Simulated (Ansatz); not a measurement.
MgO (space group Fm-3m) relaxed with several functionals in Ansatz (plane waves to 420 eV, scalar-relativistic PAW, no spin-orbit coupling, symmetry kept). The database cell has 9.37 Å³/atom; its temperature or method isn't stated, so the comparison with it is no error of the functional. No moments.

| functional | conventional cell | V (Å³/atom) | against the database cell (%) | gap on mesh (eV) | largest moment (μB) |
| --- | --- | --- | --- | --- | --- |
| PBE | a = 4.254 Å, b = 4.254 Å, c = 4.254 Å, α = 90.00°, β = 90.00°, γ = 90.00° | 9.62 | 2.6 | 4.46 | 0.00 |
| PBEsol | a = 4.214 Å, b = 4.214 Å, c = 4.214 Å, α = 90.00°, β = 90.00°, γ = 90.00° | 9.36 | -0.2 | 4.62 | 0.00 |
| PBE+D3(BJ) | a = 4.208 Å, b = 4.208 Å, c = 4.208 Å, α = 90.00°, β = 90.00°, γ = 90.00° | 9.31 | -0.7 | 4.77 | 0.00 |